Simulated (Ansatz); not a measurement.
# Sn: the cost of one run

Method: DFT PBE, scalar-relativistic, in Ansatz 0.2.0.

### 1 The starting structure

Symmetry: Fd-3m, No. 227, cubic system. The conventional cell has a = 6.491 Å, b = 6.491 Å, c = 6.491 Å, α = 90.00°, β = 90.00°, γ = 90.00°. Sn (site symmetry -43m) is surrounded by 4 Sn at 2.81 Å.

Structure file:

```
CELL_PARAMETERS angstrom
0.00000 3.24560 3.24560
3.24560 0.00000 3.24560
3.24560 3.24560 0.00000
ATOMIC_POSITIONS crystal
Sn 0.50000 0.50000 0.50000
Sn 0.75000 0.75000 0.75000
```

Atoms are numbered in the order of the input: Sn1, Sn2.

### 2 After the deformation

Space group Fd-3m before, R-3m after.

### 3 LAPW, all electrons

File input.yaml:

```yaml
crystal:
  lattice:
    - [0.097368, 3.294284, 3.294284]
    - [3.294284, 0.097368, 3.294284]
    - [3.294284, 3.294284, 0.097368]
  atoms:
    - { symbol: Sn, position: [0.5, 0.5, 0.5] }
    - { symbol: Sn, position: [0.75, 0.75, 0.75] }
kpoints:
  mp_grid: { grid: [9, 9, 9] }
  band_path:
    path:
      - [0.0, 0.0, 0.0]
      - [0.5, 0.5, 0.5]
      - [0.2428775097, 0.5, 0.7571224903]
      - [-0.2428775097, 0.2428775097, 0.5]
      - [0.0, 0.0, 0.5]
      - [0.0, 0.0, 0.0]
      - [-0.3714387548, 0.0, 0.3714387548]
      - [0.0, 0.3714387548, 0.6285612452]
      - [0.0, 0.5, 0.5]
    npoints: 5
scf:
  occupations: { method: fermi_dirac, width: 0.03 }
hamiltonian:
  xc: pbe
  pseudopotentials: { kind: all_electron, lapw: { basis_error: 0.00025 } }
output:
  forces: true
  stress: true
  eigenvalues: true
```

Launch:

```console
> ansatz run input.yaml --threads 1 --pin off --max-ram 3072MiB --backend cpu --events-out ev --progress --plain --runs-dir out
```

**Question.** How long does this run take on 1 thread of Arm Neoverse V1, shared host, and how much memory does it need?

About 62 s, with a peak of 0.55 GiB.
